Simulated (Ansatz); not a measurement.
Eu in several cubic structure types, each at its own equilibrium volume.

All numbers below come from PBE, plane waves, PAW datasets (generated soft set 1) (Ansatz 0.2.0 development build).

Settings: cutoff 420 eV; no spin polarisation; Fermi–Dirac smearing of 0.0612 eV; k-meshes 34³ (diamond), 40³ (fcc).

**Question.** Rank the structures by energy per atom, lowest first.
A. fcc
B. diamond

**Answer.** B (0.0 meV/atom), A (343 meV/atom).

**Question.** Give the equilibrium volume and bulk modulus of each.

**Answer.** 
```tsv
structure	V₀ (Å³/atom)	B₀ (GPa)
diamond	20.71	110
fcc	25.01	17.4
```

Only these cubic types are compared here; the real ground state can be another structure or magnetic.

Model structures, not the usual forms at ambient conditions (metastable or hypothetical): Eu (diamond type), Eu (fcc type). The open f shell is treated without spin here, so this is a model state and not the ground state.
